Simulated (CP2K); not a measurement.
# ZnS (Wurtzite-6H) (P6_3mc) in CP2K: notebook

One crystal, ZnS (Wurtzite-6H), is run at these levels: PBE; tasks: atomic charges.

Everything below comes from runs of CP2K 2026.2. Logs are shortened: lines on timing, memory, paths and dates and some standing lists are left out, and cuts for length are marked.

**1. The cell of the first run**

It takes space group P6_3mc (No. 186, hexagonal). The conventional cell has a = 3.812 Å, b = 3.812 Å, c = 19.438 Å, α = 90.00°, β = 90.00°, γ = 120.00°. Zn (site symmetry 3m) has 4 S at 2.35 to 2.43 Å as nearest neighbours. Around Zn (site symmetry 3m) lie 4 S at 2.35 to 2.43 Å. Zn (site symmetry 3m) is surrounded by 4 S at 2.35 to 2.43 Å. Around S (site symmetry 3m) lie 4 Zn at 2.35 to 2.43 Å. Around S (site symmetry 3m) lie 4 Zn at 2.35 to 2.43 Å. S (site symmetry 3m) has 4 Zn at 2.35 to 2.43 Å as nearest neighbours.

**2. Atomic charges, PBE (strain_c = 0.04)**

Input file zns_charges.inp:

```
&GLOBAL
  PROJECT zns_charges
  RUN_TYPE ENERGY_FORCE
  PRINT_LEVEL LOW
&END GLOBAL
&FORCE_EVAL
  METHOD QS
  STRESS_TENSOR ANALYTICAL
  &DFT
    BASIS_SET_FILE_NAME BASIS_MOLOPT_UZH
    POTENTIAL_FILE_NAME POTENTIAL_UZH
    &MGRID
      CUTOFF 450
      REL_CUTOFF 60
      NGRIDS 4
    &END MGRID
    &QS
      METHOD GPW
      EPS_DEFAULT 1.0E-9
    &END QS
    &KPOINTS
      SCHEME MONKHORST-PACK 6 6 1
      GAMMA_CENTERED T
      SYMMETRY T
      SYMMETRY_BACKEND SPGLIB
    &END KPOINTS
    &SCF
      SCF_GUESS ATOMIC
      EPS_SCF 1.0E-6
      MAX_SCF 100
      ADDED_MOS 30
      CHOLESKY OFF
      EPS_EIGVAL 1.0E-7
      &DIAGONALIZATION ON
        ALGORITHM STANDARD
      &END DIAGONALIZATION
      &MIXING ON
        METHOD BROYDEN_MIXING
        ALPHA 0.4
        BETA 1.5
        NBUFFER 8
      &END MIXING
      &SMEAR ON
        METHOD FERMI_DIRAC
        ELECTRONIC_TEMPERATURE 580.23
      &END SMEAR
    &END SCF
    &XC
      &XC_FUNCTIONAL PBE
      &END XC_FUNCTIONAL
    &END XC
    &PRINT
      &KPOINTS ON
      &END KPOINTS
      &MULLIKEN ON
      &END MULLIKEN
      &MO ON
        ENERGIES T
        OCCUPATION_NUMBERS T
        &EACH
          QS_SCF 0
        &END EACH
        ADD_LAST NUMERIC
      &END MO
      &LOWDIN ON
      &END LOWDIN
      &HIRSHFELD ON
        SHAPE_FUNCTION GAUSSIAN
      &END HIRSHFELD
      &VORONOI ON
        VORONOI_RADII UNITY
      &END VORONOI
    &END PRINT
  &END DFT
  &SUBSYS
    &CELL
      ABC 3.8120000000 3.8120000000 19.4375896000
      ALPHA_BETA_GAMMA 90.0000000000 90.0000000000 120.0000000002
      PERIODIC XYZ
    &END CELL
    &COORD
      SCALED
      Zn  0.3333333333 0.6666666667 0.8333300000
      Zn  0.6666666667 0.3333333333 0.3333300000
      Zn  0.6666666667 0.3333333333 0.6666700000
      Zn  0.3333333333 0.6666666667 0.1666700000
      Zn  0.0000000000 0.0000000000 0.5000000000
      Zn  0.0000000000 0.0000000000 0.0000000000
      S   0.3333333333 0.6666666667 0.9583300000
      S   0.6666666667 0.3333333333 0.4583300000
      S   0.6666666667 0.3333333333 0.7916700000
      S   0.3333333333 0.6666666667 0.2916700000
      S   0.0000000000 0.0000000000 0.6250000000
      S   0.0000000000 0.0000000000 0.1250000000
    &END COORD
    &KIND Zn
      BASIS_SET DZVP-MOLOPT-PBE-GTH-q12
      POTENTIAL GTH-PBE-q12
    &END KIND
    &KIND S
      BASIS_SET DZVP-MOLOPT-PBE-GTH-q6
      POTENTIAL GTH-PBE-q6
    &END KIND
    &PRINT
      &ATOMIC_COORDINATES ON
      &END ATOMIC_COORDINATES
      &CELL ON
      &END CELL
      &SYMMETRY ON
      &END SYMMETRY
    &END PRINT
  &END SUBSYS
  &PRINT
    &FORCES ON
    &END FORCES
    &STRESS_TENSOR ON
    &END STRESS_TENSOR
  &END PRINT
&END FORCE_EVAL
```

Potentials or basis: POTENTIAL_UZH Zn GTH-PBE-q12, S GTH-PBE-q6; DZVP-MOLOPT-PBE-GTH basis.

On the command line:

```sh
$ OMP_NUM_THREADS=1 cp2k.psmp -i zns_charges.inp -o zns_charges.out
```

zns_charges.out:

```text

 CP2K| version string:                                       CP2K version 2026.2
 CP2K| Input file name                                           zns_charges.inp

 GLOBAL| Force Environment number                                              1
 GLOBAL| Basis set file name                                    BASIS_MOLOPT_UZH
 GLOBAL| Potential file name                                       POTENTIAL_UZH
 GLOBAL| MM Potential file name                                     MM_POTENTIAL
 GLOBAL| Coordinate file name                                      __STD_INPUT__
 GLOBAL| Method name                                                        CP2K
 GLOBAL| Project name                                                zns_charges
 GLOBAL| Run type                                                   ENERGY_FORCE
 GLOBAL| FFT library                                                       FFTW3
[... 8 lines left out ...]
 GLOBAL| CPU model name                                                  UNKNOWN

 CELL| Volume [angstrom^3]:                                           244.612600
 CELL| Vector a [angstrom]:       3.812     0.000     0.000   |a| =     3.812000
 CELL| Vector b [angstrom]:      -1.906     3.301     0.000   |b| =     3.812000
 CELL| Vector c [angstrom]:       0.000     0.000    19.438   |c| =    19.437590
 CELL| Angle (b,c), alpha [degree]:                                    90.000000
 CELL| Angle (a,c), beta  [degree]:                                    90.000000
 CELL| Angle (a,b), gamma [degree]:                                   120.000000
 CELL| Numerically orthorhombic:                                              NO
 CELL| Periodicity                                                           XYZ

 CELL_REF| Volume [angstrom^3]:                                       244.612600
 CELL_REF| Vector a [angstrom     3.812     0.000     0.000   |a| =     3.812000
 CELL_REF| Vector b [angstrom    -1.906     3.301     0.000   |b| =     3.812000
 CELL_REF| Vector c [angstrom     0.000     0.000    19.438   |c| =    19.437590
 CELL_REF| Angle (b,c), alpha [degree]:                                90.000000
 CELL_REF| Angle (a,c), beta  [degree]:                                90.000000
 CELL_REF| Angle (a,b), gamma [degree]:                               120.000000
 CELL_REF| Numerically orthorhombic:                                          NO
 CELL_REF| Periodicity                                                       XYZ
[... 10 lines left out ...]

  Total number of            - Atomic kinds:                                   2
                             - Atoms:                                         12
                             - Shell sets:                                    12
                             - Shells:                                        72
                             - Primitive Cartesian functions:                 60
                             - Cartesian basis functions:                    264
                             - Spherical basis functions:                    228

  Maximum angular momentum of- Orbital basis functions:                        3
                             - Local part of the GTH pseudopotential:          0
                             - Non-local part of the GTH pseudopotential:      4

 MODULE QUICKSTEP: ATOMIC COORDINATES IN ANGSTROM

   Atom Kind Element         X             Y             Z       Z(eff)     Mass
      1    1 Zn   30     -0.000000      2.200859     16.197927  12.0000  65.3800
      2    1 Zn   30      1.906000      1.100430      6.479132  12.0000  65.3800
      3    1 Zn   30      1.906000      1.100430     12.958458  12.0000  65.3800
      4    1 Zn   30     -0.000000      2.200859      3.239663  12.0000  65.3800
      5    1 Zn   30      0.000000      0.000000      9.718795  12.0000  65.3800
      6    1 Zn   30      0.000000      0.000000      0.000000  12.0000  65.3800
      7    2 S    16     -0.000000      2.200859     18.627625   6.0000  32.0650
      8    2 S    16      1.906000      1.100430      8.908830   6.0000  32.0650
      9    2 S    16      1.906000      1.100430     15.388157   6.0000  32.0650
     10    2 S    16     -0.000000      2.200859      5.669362   6.0000  32.0650
     11    2 S    16      0.000000      0.000000     12.148494   6.0000  32.0650
     12    2 S    16      0.000000      0.000000      2.429699   6.0000  32.0650

 Crystal Symmetry Information
       International Symbol:                                              P6_3mc
       Point Group Symbol:                                                   6mm
       Schoenflies Symbol:                                                 C6v^4
       Number of Symmetry Operations:                                         12

 SCF PARAMETERS         Density guess:                                    ATOMIC
                        --------------------------------------------------------
                        max_scf:                                             100
                        max_scf_history:                                       0
[... 85 lines left out ...]
  Exchange-correlation energy:                                -67.74334317575500
  Electronic entropic energy:                                  -0.00000000004277
  Fermi energy:                                                 0.14427582789642

  Total energy:                                              -425.03121266522822
  Total energy (extrapolated to T->0):                       -425.03121266520685

 MO| EIGENVALUES AND OCCUPATION NUMBERS FOR K POINT 1
 MO|
 MO|  Index      Eigenvalue [a.u.]        Eigenvalue [eV]             Occupation
 MO|      1              -0.327766              -8.918957               2.000000
 MO|      2              -0.327766              -8.918957               2.000000
 MO|      3              -0.327554              -8.913192               2.000000
 MO|      4              -0.327554              -8.913191               2.000000
 MO|      5              -0.327365              -8.908059               2.000000
 MO|      6              -0.327364              -8.908019               2.000000
[... 618 lines left out ...]
 MO|     83               0.593424              16.147891               0.000000
 MO|     84               0.608513              16.558483               0.000000
 MO| Sum:                                                             108.000000
 MO| E(Fermi):            0.144276 a.u.          3.925945 eV
 MO| Band gap:            0.154160 a.u.          4.194915 eV

 !-----------------------------------------------------------------------------!
                     Mulliken Population Analysis

 #  Atom  Element  Kind  Atomic population                           Net charge
       1     Zn       1         11.703529                              0.296471
       2     Zn       1         11.703529                              0.296471
       3     Zn       1         11.701642                              0.298358
       4     Zn       1         11.701642                              0.298358
       5     Zn       1         11.694843                              0.305157
       6     Zn       1         11.694842                              0.305158
       7     S        2          6.302233                             -0.302233
       8     S        2          6.302233                             -0.302233
       9     S        2          6.298135                             -0.298135
      10     S        2          6.298135                             -0.298135
      11     S        2          6.299618                             -0.299618
      12     S        2          6.299618                             -0.299618
 # Total charge                            108.000000                 -0.000000

 !-----------------------------------------------------------------------------!

 !-----------------------------------------------------------------------------!
                           Hirshfeld Charges

  #Atom  Element  Kind  Ref Charge     Population                    Net charge
      1       Zn     1      12.000         13.065                        -1.065
      2       Zn     1      12.000         13.065                        -1.065
      3       Zn     1      12.000         13.069                        -1.069
      4       Zn     1      12.000         13.069                        -1.069
      5       Zn     1      12.000         13.062                        -1.062
      6       Zn     1      12.000         13.062                        -1.062
      7       S      2       6.000          4.934                         1.066
      8       S      2       6.000          4.934                         1.066
      9       S      2       6.000          4.934                         1.066
     10       S      2       6.000          4.934                         1.066
     11       S      2       6.000          4.935                         1.065
     12       S      2       6.000          4.935                         1.065

  Total Charge                                                            0.000
 !-----------------------------------------------------------------------------!

 VORONOI| Collecting electron density from MPI ranks and sending to library...
 VORONOI| Voronoi integration finished.

 LOWDIN POPULATION ANALYSIS

 #  Atom  Element  Kind  Atomic population                           Net charge
       1     Zn       1         12.918231                             -0.918231
       2     Zn       1         12.918231                             -0.918231
       3     Zn       1         12.922230                             -0.922230
       4     Zn       1         12.922231                             -0.922231
       5     Zn       1         12.912355                             -0.912355
       6     Zn       1         12.912355                             -0.912355
       7     S        2          5.081806                              0.918194
       8     S        2          5.081806                              0.918194
       9     S        2          5.081913                              0.918087
      10     S        2          5.081913                              0.918087
      11     S        2          5.083464                              0.916536
      12     S        2          5.083464                              0.916536
 # Total charge                            108.000000                 -0.000000

 ENERGY| Total FORCE_EVAL ( QS ) energy [hartree]           -425.031212017421524

 FORCES| Atomic forces [hartree/bohr]
 FORCES|   Atom     x               y               z               |f|
 FORCES|      1 -1.14565225E-06  6.64783877E-07  4.40874936E-03   4.40874956E-03
 FORCES|      2  1.14565231E-06 -6.64783968E-07  4.40874933E-03   4.40874953E-03
 FORCES|      3 -1.12437284E-06  6.54909318E-07  1.57005456E-03   1.57005509E-03
 FORCES|      4  1.12437267E-06 -6.54909434E-07  1.57005004E-03   1.57005058E-03
 FORCES|      5  1.15344179E-06 -6.75646806E-07  4.12882853E-03   4.12882875E-03
 FORCES|      6 -1.15344178E-06  6.75646399E-07  4.12883119E-03   4.12883140E-03
 FORCES|      7  1.05423944E-06 -6.10151586E-07 -3.89661923E-03   3.89661942E-03
 FORCES|      8 -1.05423951E-06  6.10151971E-07 -3.89661868E-03   3.89661887E-03
 FORCES|      9  1.05947265E-06 -6.22498389E-07 -3.64164114E-03   3.64164134E-03
 FORCES|     10 -1.05947269E-06  6.22498869E-07 -3.64164075E-03   3.64164096E-03
 FORCES|     11  1.05165405E-06 -6.13312286E-07 -3.17853570E-03   3.17853593E-03
 FORCES|     12 -1.05165385E-06  6.13312224E-07 -3.17853630E-03   3.17853653E-03
 FORCES| Sum     3.79539264E-15  1.88899266E-13 -1.21832878E-03
 FORCES| Total atomic force                                       1.21832878E-03

 STRESS| Analytical stress tensor [bar]
 STRESS|                        x                   y                   z
 STRESS|      x        1.38730556785E+04   2.12179235818E+00   2.51972628193E-08
 STRESS|      y        2.12179235818E+00   1.38754899932E+04   5.49416618382E-07
 STRESS|      z        2.51972628193E-08   5.49416618382E-07  -3.08965584633E+04
 STRESS| 1/3 Trace                                            -1.04933759721E+03
 STRESS| Determinant                                          -5.94744663875E+12

 STRESS| Eigenvectors and eigenvalues of the analytical stress tensor [bar]
 STRESS|                        1                   2                   3
 STRESS| Eigenvalues  -3.08965584633E+04   1.38718267216E+04   1.38767189501E+04
 STRESS|      x          -0.000000000001      0.865328867632      0.501204500023
 STRESS|      y          -0.000000000012     -0.501204500023      0.865328867632
 STRESS|      z           1.000000000000     -0.000000000006      0.000000000011
```

Wall time 2.3 min (1 thread of Arm Neoverse V2, shared host); peak memory 1.1 GiB.

Results:

- Free energy: -11565.6875 eV
- Pressure: -0.1 GPa
- Band gap on the k mesh: 1.88 eV, direct
- Mulliken charges: Zn +0.30, +0.31; S -0.30 e
- Hirshfeld charges: Zn -1.06, -1.07; S +1.07, +1.06 e
- Voronoi charges: Zn +0.21, +0.24, +0.27, +0.26; S -0.21, -0.22, -0.24, -0.26 e

Caveat: Hirshfeld charges from Gaussian shapes aren't those from atomic densities; Mulliken charges move with the basis; the basis of atomic orbitals isn't converged, which shifts pressures, moduli and gaps.

**3. Atomic charges, PBE (strain_c = 0.06)**

zns_charges.inp, as its differences from that of step 2:

```diff
@@ -76,3 +76,3 @@
     &CELL
-      ABC 3.8120000000 3.8120000000 19.4375896000
+      ABC 3.8120000000 3.8120000000 19.8113894000
       ALPHA_BETA_GAMMA 90.0000000000 90.0000000000 120.0000000002
```

Potentials or basis: POTENTIAL_UZH Zn GTH-PBE-q12, S GTH-PBE-q6; DZVP-MOLOPT-PBE-GTH basis.

On the command line:

```sh
$ OMP_NUM_THREADS=1 cp2k.psmp -i zns_charges.inp -o zns_charges.out
```

It took 2.3 min on 1 thread of Arm Neoverse V2, shared host; peak memory 1.1 GiB.

Results (log left out):

```
Free energy            : -11565.5648 eV
Pressure               : -1.2 GPa
Band gap on the k mesh : 1.75 eV, direct
Mulliken charges       : Zn +0.31, +0.32; S -0.32, -0.31 e
Hirshfeld charges      : Zn -1.04; S +1.04 e
Voronoi charges        : Zn +0.22, +0.25, +0.27, +0.26; S -0.22, -0.25, -0.24, -0.28, -0.27 e
```

Stress tensor (GPa, compression positive):
```
 0.86  0.00  0.00
 0.00  0.86  0.00
 0.00  0.00 -5.19
```

Levels at points of the mesh, in eV from the valence-band top:
```csv
k point,band 51,band 52,band 53,band 54,band 55,band 56,band 57,band 58
"(0.00, 0.00, 0.00)",-0.18,-0.18,0.00,0.00,1.75,3.01,3.08,3.43
"(0.00, 0.50, 0.00)",-1.21,-1.20,-1.14,-0.92,3.18,3.51,3.55,3.82
```

Caveat: Hirshfeld charges from Gaussian shapes aren't those from atomic densities; Mulliken charges move with the basis; the basis of atomic orbitals isn't converged, which shifts pressures, moduli and gaps.
